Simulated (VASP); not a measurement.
Here is a VASP 6.6.1 calculation.

The input INCAR:

```
PREC = Accurate
ENCUT = 520
EDIFF = 1E-6
ISMEAR = 0
SIGMA = 0.02
LREAL = False
LASPH = True
NELM = 100
ALGO = Normal
ISIF = 2
LWAVE = False
LCHARG = False
GGA = PE
NBANDS = 11
```

KPOINTS

```
regular mesh
0
Gamma
  8 8 8
```

The input POSCAR:

```
MgSe
1.0
    0.0000000000      2.7541231852      2.7541231852
    2.7541231852      0.0000000000      2.7541231852
    2.7541231852      2.7541231852      0.0000000000
Mg Se
1 1
Direct
    0.0000000000      0.0000000000      0.0000000000
    0.5000000000      0.5000000000      0.5000000000
```

Potentials or basis: VASP PAW PBE potentials, release 64 (Mg, Se).

The run is started by

```sh
$ cat potpaw_PBE.64/Mg/POTCAR potpaw_PBE.64/Se/POTCAR > POTCAR
$ mpirun -np 1 vasp_std > vasp.out
```

(1) Estimate the pressure.

(2) Estimate the band gap on the k mesh.

Results:

(1) -0.1 GPa.

(2) 1.75 eV, indirect (least direct gap 2.39 eV).
